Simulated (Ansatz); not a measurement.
## MoP in Ansatz: the effect of Hubbard term

Crystal: MoP.

```xyz
2
Lattice="3.2230 0.0000 0.0000 -1.6115 2.7912 0.0000 0.0000 0.0000 3.1910" Properties=species:S:1:pos:R:3 pbc="T T T"
Mo    0.0000    0.0000    0.0000
P     0.0000    1.8608    1.5955
```

Alike in all runs:

- Program: Ansatz 0.2.0
- Task: density of states
- Functional: PBEsol
- Potentials or basis: all-electron LAPW, scalar-relativistic
- Cutoff: 254 eV (chosen from the basis error)
- Basis error allowed: 0.001 eV/atom
- k mesh: 10 × 10 × 8
- Occupations: fermi-dirac, width 0.05 eV
- Spin: no spin polarisation

| Hubbard term | pressure (GPa) |
| --- | --- |
| none | ? |
| Mo d U = 2 eV | -4.4 |
| Mo d U = 4 eV | -5.1 |
| Mo d U = 6 eV | -5.5 |
| Mo d U = 8 eV | -5.3 |

Question: What does the run with Hubbard term none give?

Answer: Pressure -3.8 GPa.

Worked out: A parabola through the other rows of the pressure, of slope -0.718 GPa per eV there, extrapolates to -3.2 GPa, against the run's -3.8.

Caveats: U is the effective U less J, on atomic orbitals that reach past the spheres (some runs); U without spin polarisation on a metal has little footing (some runs); the U is typed as a test and isn't derived for this compound (some runs).
